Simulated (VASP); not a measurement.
# HfB (Fm-3m) in VASP: settings compared

The runs below take HfB through atomic charges, electrostatic potential, single point, with SCAN, RPBE+U, PBE.

All numbers are computed with VASP 6.6.1; they aren't measurements. Logs are shortened: lines on timing, memory, paths and dates and some standing lists are left out, and cuts for length are marked.

### Step 1. Starting point

The structure is cubic, space group Fm-3m (No. 225). The conventional cell has a = 4.620 Å, b = 4.620 Å, c = 4.620 Å, α = 90.00°, β = 90.00°, γ = 90.00°. Around Hf (site symmetry m-3m) lie 6 B at 2.31 Å. Around B (site symmetry m-3m) lie 6 Hf at 2.31 Å.

### Step 2. Atomic charges, SCAN, spin-orbit coupling, no magnetisation

INCAR reads:

```
SYSTEM = HfB
PREC     = Accurate       ! precision mode
ENCUT    = 400            ! plane-wave cutoff, eV
EDIFF    = 1E-6           ! SCF threshold, eV
ISMEAR   = -5             ! smearing method
SIGMA    = 0.05           ! smearing width, eV
LREAL    = Auto         
LASPH    = .True.         ! aspherical terms in the spheres
NELM     = 60             ! most SCF steps
ALGO     = Normal         ! electronic algorithm
ISIF     = 2              ! what is computed and relaxed
LWAVE    = .False.        ! write WAVECAR
LCHARG   = .False.        ! write CHGCAR
LNONCOLLINEAR= .True.         ! non-collinear magnetism
MAGMOM   = 0 0 0 0 0 0    ! initial moments
LORBIT   = 10             ! projections on sites
LSORBIT  = .True.         ! spin-orbit coupling
GGA_COMPAT= .False.      
LMAXMIX  = 4              ! l up to which the mixer works
METAGGA  = SCAN           ! meta-GGA
LMIXTAU  = .True.
```

KPOINTS reads:

```
regular mesh
0
Gamma
  7 7 7
  0 0 0
```

POSCAR reads:

```
HfB
3.2668
    0.000000000000      0.707113995347      0.707113995347
    0.707113995347      0.000000000000      0.707113995347
    0.707113995347      0.707113995347      0.000000000000
Hf B
1 1
Direct
    0.5000000000      0.5000000000      0.5000000000
    0.0000000000      0.0000000000      0.0000000000
```

Potentials or basis: VASP PAW PBE potentials, release 64 (Hf_pv, B_s).

Command:

```bash
$ cat potpaw_PBE.64/Hf_pv/POTCAR potpaw_PBE.64/B_s/POTCAR > POTCAR
$ mpirun -np 1 vasp_ncl > vasp.out
```

OUTCAR:

```text
SYSTEM = HfB
   PREC = Accurate
   ENCUT = 400
   EDIFF = 1E-6
   ISMEAR = -5
   LREAL = Auto
   LASPH = .True.
   NELM = 60
   ISIF = 2
   LNONCOLLINEAR = .True.
   LORBIT = 10
   LSORBIT = .True.
   METAGGA = SCAN

 ion  position               nearest neighbor table
   1  0.500  0.500  0.500-   2 2.31   2 2.31   2 2.31   2 2.31   2 2.31   2 2.31
   2  0.000  0.000  0.000-   1 2.31   1 2.31   1 2.31   1 2.31   1 2.31   1 2.31

  LATTYP: Found a face centered cubic cell.
 ALAT       =     4.6200000000

  Lattice vectors:

 A1 = (   0.0000000000,   2.3100000000,   2.3100000000)
 A2 = (   2.3100000000,   0.0000000000,   2.3100000000)
 A3 = (   2.3100000000,   2.3100000000,   0.0000000000)

Analysis of symmetry for initial positions (statically):
=====================================================================
 Subroutine PRICEL returns:
 Original cell was already a primitive cell.

 Routine SETGRP: Setting up the symmetry group for a
 face centered cubic supercell.

 Subroutine GETGRP returns: Found 48 space group operations
 (whereof 48 operations were pure point group operations)
 out of a pool of 48 trial point group operations.

The static configuration has the point symmetry O_h .

Analysis of symmetry for dynamics (positions and initial velocities):
=====================================================================
 Subroutine PRICEL returns:
 Original cell was already a primitive cell.

 Routine SETGRP: Setting up the symmetry group for a
 face centered cubic supercell.

 Subroutine GETGRP returns: Found 48 space group operations
 (whereof 48 operations were pure point group operations)
 out of a pool of 48 trial point group operations.

The dynamic configuration has the point symmetry O_h .

Analysis of structural, dynamic, and magnetic symmetry:
=====================================================================
 Subroutine PRICEL returns:
 Original cell was already a primitive cell.

 Routine SETGRP: Setting up the symmetry group for a
 face centered cubic supercell.

 Subroutine GETGRP returns: Found 48 space group operations
 (whereof 48 operations were pure point group operations)
 out of a pool of 48 trial point group operations.

The overall configuration has the point symmetry O_h .

 Subroutine INISYM returns: Found 48 space group operations
 (whereof 48 operations are pure point group operations),
 and found     1 'primitive' translations

----------------------------------------------------------------------------------------

                                     Primitive cell

  volume of cell :      24.6528

  direct lattice vectors                    reciprocal lattice vectors
     0.000000000  2.310000000  2.310000000    -0.216450216  0.216450216  0.216450216
     2.310000000  0.000000000  2.310000000     0.216450216 -0.216450216  0.216450216
     2.310000000  2.310000000  0.000000000     0.216450216  0.216450216 -0.216450216

  length of vectors
     3.266833329  3.266833329  3.266833329     0.374902772  0.374902772  0.374902772

  position of ions in fractional coordinates (direct lattice)
     0.500000000  0.500000000  0.500000000
     0.000000000  0.000000000  0.000000000

  ion indices of the primitive-cell ions
   primitive index   ion index
                 1           1
                 2           2

----------------------------------------------------------------------------------------

 KPOINTS: regular mesh

Automatic generation of k-mesh.
 Grid dimensions read from file:
 generate k-points for:    7    7    7

 Generating k-lattice:

  Cartesian coordinates                     Fractional coordinates (reciprocal lattice)
[... 76 lines left out ...]
     AMIX     =   0.40;   BMIX     =  1.00
     AMIX_MAG =   1.60;   BMIX_MAG =  1.00
  volume/ion in A,a.u.               =      12.33        83.18
  Fermi-wavevector in a.u.,A,eV,Ry     =   1.322617  2.499383 23.800871  1.749315
  Thomas-Fermi vector in A             =   2.452285
   LORBIT       =     10    0 simple, 1 ext, 2 COOP (PROOUT), +10 PAW based schemes
   METAGGA = SCAN    functional components
   LHFCALC =     F    Hartree Fock is set to
   AEXX    =    0.0000 exact exchange contribution
   IVDW    =     0    specifies the selected vdW correction
   LEPSILON=     F    determine dielectric tensor
   LRPA    =     F    only Hartree local field effects (RPA)
 Fermi weights with tetrahedron method with Bloechl corrections
  energy-cutoff  :      400.00
  volume of cell :       24.65
 maximum number of plane-waves:       918
 NGX is ok and might be reduce to    24
   NGX = 11   NGY = 11   NGZ = 11

 number of electron      13.0000002 magnetization      -0.0000000     -0.0000000     -0.0000000

 number of electron      13.0000002 magnetization      -0.0000000      0.0000000      0.0000000

 number of electron      13.0000002 magnetization       0.0000000      0.0000000      0.0000000

 number of electron      13.0000002 magnetization      -0.0000000     -0.0000000      0.0000000

 Free energy of the ion-electron system (eV)
  ---------------------------------------------------
  ext. energy  EPLUGINS =         0.00000000
  ---------------------------------------------------
  free energy    TOTEN  =       -71.50955302 eV

  energy without entropy =      -71.50955302  energy(sigma->0) =      -71.50955302

 E-fermi :   5.5243     XC(G=0): -13.2983

 val. band max:        5.6137133474   @ k =   0.1429   0.1429   0.0000
 cond. band min:       5.6280074457   @ k =  -0.1429   0.1429   0.0000
 fundamental gap:      0.0142940983
 Fermi energy:         5.5242888296

 k-point     1 :       0.0000    0.0000    0.0000
  band No.  band energies     occupation
      1     -27.9451      1.00000
      2     -27.9451      1.00000
      3     -20.9363      1.00000
      4     -20.9363      1.00000
      5     -20.9361      1.00000
      6     -20.9361      1.00000
[... 449 lines left out ...]
     19      13.9003      0.00000
     20      13.9036      0.00000

------------------------ aborting loop because EDIFF is reached ----------------------------------------

  FORCE on cell =-STRESS in cart. coord.  units (eV):
  Direction    XX          YY          ZZ          XY          YZ          ZX
  --------------------------------------------------------------------------------------
  -------------------------------------------------------------------------------------
  Total        3.8556324      3.8556324      3.8556324     -0.0000000      0.0000000     -0.0000000
  in kB      250.5764596    250.5764596    250.5764596     -0.0000000      0.0000000     -0.0000000
  external PRESSURE =     250.5764596 kB  Pullay stress =       0.0000000 kB

 VOLUME and BASIS-vectors are now :
 -----------------------------------------------------------------------------
  energy-cutoff  :      400.00
  volume of cell :       24.65
      direct lattice vectors                 reciprocal lattice vectors
     0.000000000  2.310000000  2.310000000    -0.216450216  0.216450216  0.216450216
     2.310000000  0.000000000  2.310000000     0.216450216 -0.216450216  0.216450216
     2.310000000  2.310000000  0.000000000     0.216450216  0.216450216 -0.216450216

 POSITION                                       TOTAL-FORCE (eV/Angst)
 -----------------------------------------------------------------------------------
      2.31000      2.31000      2.31000         0.000000      0.000000      0.000000
      0.00000      0.00000      0.00000        -0.000000     -0.000000     -0.000000
 -----------------------------------------------------------------------------------
    total drift:                               -0.000000     -0.000000     -0.000000

  FREE ENERGIE OF THE ION-ELECTRON SYSTEM (eV)
  ---------------------------------------------------
  free  energy   TOTEN  =       -71.5095530189 eV

  energy  without entropy=      -71.5095530189  energy(sigma->0) =      -71.50955302

 Spin-Orbit-Coupling matrix elements

 Ion:    1  E_soc:     -1.3207890
 l=   1
     0.0000000    -0.2127953    -0.2127953
    -0.2127953     0.0000000    -0.2127953
    -0.2127953    -0.2127953     0.0000000
 l=   2
     0.0000000    -0.0014606     0.0000000    -0.0014606    -0.0058757
    -0.0014606     0.0000000    -0.0044067    -0.0014606    -0.0014689
     0.0000000    -0.0044067     0.0000000    -0.0044067     0.0000000
    -0.0014606    -0.0014606    -0.0044067     0.0000000    -0.0014689
    -0.0058757    -0.0014689     0.0000000    -0.0014689     0.0000000
 l=   3
     0.0000000     0.0000000     0.0000000     0.0000000     0.0000000     0.0000000     0.0000000
     0.0000000     0.0000000     0.0000000     0.0000000     0.0000000     0.0000000     0.0000000
     0.0000000     0.0000000     0.0000000     0.0000000     0.0000000     0.0000000     0.0000000
     0.0000000     0.0000000     0.0000000     0.0000000     0.0000000     0.0000000     0.0000000
     0.0000000     0.0000000     0.0000000     0.0000000     0.0000000     0.0000000     0.0000000
     0.0000000     0.0000000     0.0000000     0.0000000     0.0000000     0.0000000     0.0000000
     0.0000000     0.0000000     0.0000000     0.0000000     0.0000000     0.0000000     0.0000000

 Ion:    2  E_soc:      0.0000298
 l=   1
     0.0000000     0.0000050     0.0000050
     0.0000050     0.0000000     0.0000050
     0.0000050     0.0000050     0.0000000
 l=   2
     0.0000000     0.0000000     0.0000000     0.0000000     0.0000000
     0.0000000     0.0000000     0.0000000     0.0000000     0.0000000
     0.0000000     0.0000000     0.0000000     0.0000000     0.0000000
     0.0000000     0.0000000     0.0000000     0.0000000     0.0000000
     0.0000000     0.0000000     0.0000000     0.0000000     0.0000000
 l=   3
     0.0000000     0.0000000     0.0000000     0.0000000     0.0000000     0.0000000     0.0000000
     0.0000000     0.0000000     0.0000000     0.0000000     0.0000000     0.0000000     0.0000000
     0.0000000     0.0000000     0.0000000     0.0000000     0.0000000     0.0000000     0.0000000
     0.0000000     0.0000000     0.0000000     0.0000000     0.0000000     0.0000000     0.0000000
     0.0000000     0.0000000     0.0000000     0.0000000     0.0000000     0.0000000     0.0000000
     0.0000000     0.0000000     0.0000000     0.0000000     0.0000000     0.0000000     0.0000000
     0.0000000     0.0000000     0.0000000     0.0000000     0.0000000     0.0000000     0.0000000

 total charge

# of ion       s       p       d       tot
------------------------------------------
    1        0.321   6.737   1.884   8.942
    2        0.931   1.315   0.000   2.247
--------------------------------------------------
tot          1.253   8.052   1.884  11.188

 magnetization (x)

# of ion       s       p       d       tot
------------------------------------------
    1        0.000   0.000   0.000   0.000
    2        0.000   0.000   0.000   0.000
--------------------------------------------------
tot          0.000   0.000   0.000   0.000

 magnetization (y)

# of ion       s       p       d       tot
------------------------------------------
    1        0.000   0.000   0.000   0.000
    2        0.000   0.000   0.000   0.000
--------------------------------------------------
tot          0.000   0.000   0.000   0.000

 magnetization (z)

# of ion       s       p       d       tot
------------------------------------------
    1        0.000   0.000   0.000   0.000
    2       -0.000  -0.000   0.000  -0.000
--------------------------------------------------
tot          0.000  -0.000   0.000   0.000
```

Run time: 96 s. Hardware: 1 thread of Intel Xeon Platinum 8488C (Sapphire Rapids), shared host; peak memory 0.22 GiB.

Results:

* Free energy: -71.5096 eV
* Pressure: 25.1 GPa
* Valence electrons inside the program's atomic spheres: Hf 8.94; B 2.25

Caveat: so large a pressure means that the cell lies far from this level's equilibrium, or that cutoff or potentials fall short; the potentials were made for another functional, which shifts forces and pressure.

### Step 3. Electrostatic potential, RPBE+U

INCAR reads:

```
SYSTEM = HfB
PREC = Accurate ; ENCUT = 520
EDIFF = 1E-7 ; ISMEAR = -5
SIGMA = 0.05 ; LREAL = .FALSE.
LASPH = .TRUE. ; NELM = 60
ALGO = Fast ; ISIF = 2
LWAVE = .FALSE. ; LCHARG = .TRUE.
LMAXMIX = 4 ; LDAU = .TRUE.
LDAUTYPE = 1 ; LDAUL = 2 -1
LDAUU = 7 0 ; LDAUJ = 0.9 0
LDAUPRINT = 1 ; GGA = RP
LVHAR = .TRUE.
```

KPOINTS reads:

```
regular mesh
0
G
  10 10 10
  0 0 0
```

POSCAR is that of step 2.

Potentials or basis: VASP PAW PBE potentials, release 64 (Hf_pv, B).

Command:

```bash
$ cat potpaw_PBE.64/Hf_pv/POTCAR potpaw_PBE.64/B/POTCAR > POTCAR
$ mpirun -np 1 vasp_std > vasp.out
```

Wall time 11 s (1 thread of Intel Xeon Platinum 8488C (Sapphire Rapids), shared host); peak memory 0.14 GiB.

The run converged. Its results:

| Quantity | Value |
| --- | --- |
| Free energy | -11.9957 eV |
| Pressure | 58.2 GPa |
| Band gap on the k mesh | none (metal or under the smearing width) |

Levels at points of the mesh, in eV from the Fermi level:
| k point | band 5 | band 6 | band 7 | band 8 | band 9 | band 10 |
| --- | --- | --- | --- | --- | --- | --- |
| (0.00, 0.00, 0.00) | 2.98 | 2.98 | 2.98 | 3.57 | 3.57 | 3.57 |
| (0.50, 0.00, 0.00) | -4.67 | -1.26 | -1.26 | 7.52 | 7.72 | 8.08 |
| (0.50, 0.50, 0.00) | -1.59 | -0.59 | 1.87 | 1.87 | 6.59 | 8.84 |

Eigenvalues of the final occupation matrices:
| site | spin | trace | eigenvalues |
| --- | --- | --- | --- |
| site 1 d | 1 | 0.83 | 0.11 0.11 0.11 0.25 0.25 |
| site 1 d | 2 | 0.83 | 0.11 0.11 0.11 0.25 0.25 |

Caveat: a pressure of tens of GPa on the cell as given is suspect, and the run, the potentials or the cell itself is likely at fault; the PAW data sets were made with another functional, which shifts forces and pressure a little; U without spin polarisation on a metal has little footing; the U is typed as a test and isn't derived for this compound; tetrahedron occupations give inexact forces and stress in metals. Spin-orbit coupling is left out, which matters for the levels of Hf.

### Step 4. Single point, PBE

INCAR reads:

```
SYSTEM = HfB
PREC     = Accurate       ! precision mode
ENCUT    = 350            ! plane-wave cutoff, eV
EDIFF    = 1E-6           ! SCF threshold, eV
ISMEAR   = 0              ! smearing method
SIGMA    = 0.02           ! smearing width, eV
LREAL    = .FALSE.        ! projectors in reciprocal space
LASPH    = .TRUE.         ! aspherical terms in the spheres
NELM     = 80             ! most SCF steps
ALGO     = Normal         ! electronic algorithm
ISIF     = 2              ! what is computed and relaxed
LWAVE    = .FALSE.        ! write WAVECAR
LCHARG   = .FALSE.        ! write CHGCAR
GGA      = PE             ! functional
```

KPOINTS reads:

```
regular mesh
0
G
  5 5 5
  0 0 0
```

POSCAR reads:

```
HfB
1.0
    0.0000000000      2.3100000000      2.3100000000
    2.3100000000      0.0000000000      2.3100000000
    2.3100000000      2.3100000000      0.0000000000
Hf B
1 1
Direct
    0.5000000000      0.5000000000      0.5000000000
    0.0000000000      0.0000000000      0.0000000000
```

Potentials or basis: VASP PAW PBE potentials, release 64 (Hf_sv_GW, B_GW).

Command:

```bash
$ cat potpaw_PBE.64/Hf_sv_GW/POTCAR potpaw_PBE.64/B_GW/POTCAR > POTCAR
$ mpirun -np 1 vasp_std > vasp.out
```

Run time: 5 s. Hardware: 1 thread of AMD EPYC 7R43 (Zen 3), shared host; peak memory 0.08 GiB.

The run converged. Its results:

- Free energy: -19.9683 eV
- Band gap on the k mesh: none (metal or under the smearing width)

Levels at points of the mesh, in eV from the Fermi level:
```tsv
k point	band 4	band 5	band 6	band 7	band 8	band 9	band 10	band 11
(0.00, 0.00, 0.00)	-28.57	-9.80	1.94	1.94	1.94	3.79	3.79	3.79
```

Caveat: the k mesh is coarse (spacing up to 0.47 Å⁻¹), so the values aren't converged; the cutoff is under 1.25 times the usual one of these potentials, so pressure, stress and relaxed cells hold a basis-set (Pulay) error; a pressure of tens of GPa on the cell as given is suspect, and the run, the potentials or the cell itself is likely at fault. Spin-orbit coupling is left out, which matters for the levels of Hf.

### Step 5. Single point, PBE

INCAR reads:

```
PREC     = Accurate       # precision mode
ENCUT    = 450            # plane-wave cutoff, eV
EDIFF    = 1E-6           # SCF threshold, eV
ISMEAR   = 0              # smearing method
SIGMA    = 0.02           # smearing width, eV
LREAL    = F              # projectors in reciprocal space
LASPH    = T              # aspherical terms in the spheres
NELM     = 100            # most SCF steps
ALGO     = Fast           # electronic algorithm
ISIF     = 2              # what is computed and relaxed
LWAVE    = F              # write WAVECAR
LCHARG   = F              # write CHGCAR
GGA      = PE             # functional
```

KPOINTS reads:

```
Automatic mesh
0
Gamma
  5 5 5
```

POSCAR is that of step 4.

Command:

```bash
$ cat potpaw_PBE.64/Hf_sv_GW/POTCAR potpaw_PBE.64/B_GW/POTCAR > POTCAR
$ mpirun -np 1 vasp_std > vasp.out
```

Wall time 12 s (1 thread of AMD EPYC 7R43 (Zen 3), shared host); peak memory 0.1 GiB.

It converged, with:

- Free energy: -19.9823 eV
- Pressure: 31.2 GPa
- Band gap on the k mesh: none (metal or under the smearing width)

Levels at points of the mesh, in eV from the Fermi level:
```
           k point  band 5  band 6  band 7  band 8  band 9  band 10
(0.00, 0.00, 0.00)   -9.80    1.95    1.95    1.95    3.79     3.79
```

Caveat: the k mesh is coarse (spacing up to 0.47 Å⁻¹), so the values aren't converged; a pressure of tens of GPa on the cell as given is suspect, and the run, the potentials or the cell itself is likely at fault. Spin-orbit coupling is left out, which matters for the levels of Hf.

### Step 6. The reference run

An earlier run on the cell as given: functional PBE; potentials or basis VASP PAW PBE potentials, release 64 (Hf_pv, B); cutoff 520 eV; k mesh 10 × 10 × 10; occupations fermi-dirac, width 0.05 eV; no spin polarisation.

- Pressure: 30.5 GPa
- Band gap on the k mesh: none (metal or under the smearing width)

### Step 7. Summary

| task | level | potentials or basis | spin | U | k mesh | cutoff (eV) | smearing | LDAUTYPE | hund's J | other keys | mesh quality | gap on the mesh (eV) | pressure (GPa) |
| --- | --- | --- | --- | --- | --- | --- | --- | --- | --- | --- | --- | --- | --- |
| atomic charges | SCAN | VASP PAW PBE potentials, release 64 (Hf_pv, B_s) | SOC, no magnetisation | - | 7 × 7 × 7 | 400 | tetrahedron | - | - | LREAL = Auto | not flagged | - | 25.1 |
| electrostatic potential | RPBE+U | VASP PAW PBE potentials, release 64 (Hf_pv, B) | off | Hf d U = 7 eV, J = 0.9 eV | 10 × 10 × 10 | 520 | tetrahedron | 1 | 0.9 | - | not flagged | none | 58.2 |
| single point | PBE | VASP PAW PBE potentials, release 64 (Hf_sv_GW, B_GW) | off | - | 5 × 5 × 5 | 350 | gaussian 0.02 eV | - | - | - | coarse | none | - |
| single point | PBE | VASP PAW PBE potentials, release 64 (Hf_sv_GW, B_GW) | off | - | 5 × 5 × 5 | 450 | gaussian 0.02 eV | - | - | - | coarse | none | 31.2 |
| single point | PBE | VASP PAW PBE potentials, release 64 (Hf_pv, B) | off | - | 10 × 10 × 10 | 520 | fermi-dirac 0.05 eV | - | - | - | not flagged | none | 30.5 |

Alike in all rows: cell as given.

Caveats: some runs use coarse meshes; a pressure of tens of GPa on the cell as given is suspect, and the run, the potentials or the cell itself is likely at fault (some runs); so large a pressure means that the cell lies far from this level's equilibrium, or that cutoff or potentials fall short (some runs); the potentials were made for another functional, which shifts forces and pressure (some runs); the PAW data sets were made with another functional, which shifts forces and pressure a little (some runs); U without spin polarisation on a metal has little footing (some runs); the U is typed as a test and isn't derived for this compound (some runs); tetrahedron occupations give inexact forces and stress in metals (some runs).

Total energies depend on the potentials used, so only differences within one code and one set of settings carry meaning.
